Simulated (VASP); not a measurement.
Set up this calculation in VASP 6.6.1, as the native input.

```yaml
Task: single point
Functional: PBE
Potentials_or_basis: VASP PAW PBE potentials, release 64 (Si, C)
Cutoff: 520 eV
k_mesh: 10 × 10 × 5
Occupations: gaussian, width 0.015 eV
Spin: no spin polarisation
Further_INCAR_settings: ALGO = Fast; EDIFF = 1e-07
```

The structure of SiC (Moissanite) lies in POSCAR:

```
SiC
1.0
    3.0760000000      0.0000000000      0.0000000000
   -1.5380000000      2.6638941420      0.0000000000
    0.0000000000      0.0000000000      5.0480000000
Si C
2 2
Direct
    0.6666666667      0.3333333333      0.5000000000
    0.3333333333      0.6666666667      0.0000000000
    0.6666666667      0.3333333333      0.8850000000
    0.3333333333      0.6666666667      0.3850000000
```

The input as run:

INCAR

```
PREC = Accurate
ENCUT = 520
EDIFF = 1E-7
ISMEAR = 0
SIGMA = 0.015
LREAL = False
LASPH = True
NELM = 100
ALGO = Fast
ISIF = 2
LWAVE = False
LCHARG = False
GGA = PE
```

KPOINTS

```
regular mesh
0
Gamma
  10 10 5
```

Potentials or basis: VASP PAW PBE potentials, release 64 (Si, C).

Command:

```console
$ cat potpaw_PBE.64/Si/POTCAR potpaw_PBE.64/C/POTCAR > POTCAR
$ mpirun -np 1 vasp_std > vasp.out
```

It gave:

```
Pressure               : 3.6 GPa
Largest force          : 0.753 eV/Å
Band gap on the k mesh : 2.48 eV, indirect (least direct gap 4.08 eV)
```

Caveat: an odd mesh through Γ misses points on the zone boundary, where band edges often lie.

Run time: 11 s on 1 thread of Intel(R) Xeon(R) 6975P-C (Granite Rapids), with other jobs on the host, peak memory 0.15 GiB.
